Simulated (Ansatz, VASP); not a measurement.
## Two plane-wave programs on ZrC

```
Zr C
1.0
     3.28435    0.00000    0.00000
    -1.64217    2.84433    0.00000
     0.00000    0.00000    2.91891
Zr C
1 1
Direct
  0.00000 0.00000 0.00000
  0.66667 0.33333 0.50000
```

Change from the starting cell: species swapped into the WC type (P-6m2, No. 187).

Alike in both runs: functional PBE; k mesh 6 × 6 × 6; occupations gaussian, width 0.1 eV; no spin polarisation.

Ansatz relaxed the structure, and its values are those at the end. VASP's run is a single point on that final structure, the one shown.

```csv
,VASP,Ansatz
version,VASP 6.6.1,Ansatz 0.2.0
potentials or method,"VASP PAW PBE potentials, release 64 (Zr_sv, C)","scalar-relativistic, plane waves, PAW"
plane-wave cutoff (eV),520,420
valence electrons in the cell,16,16
```

```csv
,VASP,Ansatz,Ansatz less VASP
gap on the k mesh at the Fermi level (eV),none,none,-
pressure (GPa),0.1,-0.1,-0.21
```

A gap of «none» marks a metal or a gap that the smearing closes. The functional is the same, so the differences come from potentials, cutoffs and numerics.

Caveats: the k mesh is coarse (spacing up to 0.37 Å⁻¹), so the values aren't converged.
